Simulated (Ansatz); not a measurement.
## TaN: energy along a strain

TaN, P6_3mc, a = 3.050 Å, c = 4.940 Å (as given, not relaxed at this level: 137.1 GPa, forces to 2.33 eV/Å). This isn't the usual stable structure of the compound. Ansatz: PBE, PAW, 420 eV, Γ-centred 18×18×10 mesh on 4 atoms, Gaussian smearing 0.15 eV; no spin polarisation. Cell vectors (Å): 3.050 0.000 0.000; -1.525 2.641 0.000; 0.000 0.000 4.940. The cell is strained by x per cent times the pattern (0 0 1 0 0 0) in the order xx yy zz yz xz xy (engineering shears), with fractional coordinates held. y is the free energy over the start, V0 = 9.949 Å³/atom.

| x (%) | y (meV/atom) |
| --- | --- |
| -4.00 | ? |
| -3.00 | 252.17 |
| -2.00 | 161.47 |
| -1.00 | 77.58 |
| 0.00 | 0.00 |
| 1.00 | -71.72 |
| 2.00 | -137.99 |
| 3.00 | -199.20 |
| 4.00 | -255.67 |

**Question.** Fit y = c1 x + c2 x² + c3 x³ to the other rows, get the stiffness along the pattern, and predict the missing energy.

**Answer.** Least squares on the rows shown. y = −74.600 x + 2.9433 x² − 0.068542 x³. The clamped-ion stiffness p·C·p = 2 × 29.43 eV × 160.2 / 9.949 Å³ = 948 GPa, which is C33 in these axes (second derivative at the start, which stands under stress). At x = -4.00 the fit asked for gives 349.88 meV/atom. The run gave 350.23 meV/atom, so the fit is 0.35 meV/atom too low, 0.058 % of the span of the series, against an rms of 0.03 meV/atom on the fitted rows. The row lies outside the fitted range. With a term in x⁴ added, a fit to the same known rows predicts 350.21 meV/atom, so most of the miss is curvature that the known rows already hold.

Spin–orbit coupling is left out, which can shift energies with elements as heavy as these.